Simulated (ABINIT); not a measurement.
Runs of ABINIT 10.8.3 (patched build) on SnTe. It takes space group Fm-3m (No. 225, cubic). Conventional cell: a = 6.302 Å, b = 6.302 Å, c = 6.302 Å, α = 90.00°, β = 90.00°, γ = 90.00°. Te (site symmetry m-3m) is surrounded by 6 Sn at 3.15 Å. Sn (site symmetry m-3m) has 6 Te at 3.15 Å as nearest neighbours. 

| level | potentials or basis | dielectric constant that sets the share | share of exact exchange | pressure (GPa) |
| --- | --- | --- | --- | --- |
| PBE-EpsX | SPMS NC PBE v1.0 | 75.436 | - | 2.2 |
| HSE06 | SG15 NC PBE v1.2 | - | 0.35 | -0.6 |
| HSE06 | SG15 NC PBE v1.2 | - | 0.25 | (b) |
| HSE06 | SG15 NC PBE v1.2 | - | 0.05 | 2.3 |
| HSE06 | SG15 NC PBE v1.2 | - | 0.5 | (a) |
| HSE06 | SG15 NC PBE v1.2 | - | 0.15 | 1.3 |

Alike in all rows: task single point; no spin polarisation; cell as given; k mesh 3 × 3 × 3; cutoff (eV) 707; smearing fermi-dirac 0.05 eV; the mesh is coarse, so values aren't converged.

Estimate the missing entries.

(a) -2.2; (b) 0.3.

Caveats: all runs use coarse meshes; the potentials were made for another functional, which shifts forces and pressure; Libxc's HSE differs a little from that of other programs (some runs).

Runs at the PBE level aren't shown here.
